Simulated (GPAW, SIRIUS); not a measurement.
# MgB2: 7 runs at one level of theory

```xyz
3
Lattice="3.0850 0.0000 0.0000 -1.5425 2.6717 0.0000 0.0000 0.0000 3.5230" Properties=species:S:1:pos:R:3 pbc="T T T"
Mg    0.0000    0.0000    0.0000
B     1.5425    0.8906    1.7615
B     0.0000    1.7811    1.7615
```

Alike in all runs: task single point; functional PBE; k mesh 10 × 10 × 8; occupations fermi-dirac, width 0.05 eV; no spin polarisation; no spin-orbit coupling. Pressure is positive in compression and, in plane waves, holds the error of the finite cutoff.

```csv
program and potentials,plane-wave cutoff (eV),notes,pressure (GPa)
"SIRIUS, PseudoDojo 0.5 PBE standard (scalar relativistic)",1152,5.33 valence electrons an atom on average,-0.92
"SIRIUS, in-house norm-conserving set, PBE (scalar relativistic)",1152,5.33 valence electrons an atom on average,-0.90
"SIRIUS, GBRV 1.5 PBE (ultrasoft)",557,5.33 valence electrons an atom on average,-1.06
"SIRIUS, SG15 1.2 PBE (norm-conserving)",1152,5.33 valence electrons an atom on average,-1.70
"SIRIUS, JTH 2.0 PBE (PAW)",557,5.33 valence electrons an atom on average,-0.36
"SIRIUS, SSSP 1.3.0 PBE efficiency",828,2.67 valence electrons an atom on average,-1.41
"GPAW, GPAW PAW data sets (gpaw-data 1.2.1)",800,5.33 valence electrons an atom on average,?
```

Q: Estimate from the other rows what the run with GPAW, GPAW PAW data sets (gpaw-data 1.2.1) gave.

A: Pressure -1.17 GPa. The other rows, which needn't bracket it: pressure -1.70 to -0.36.
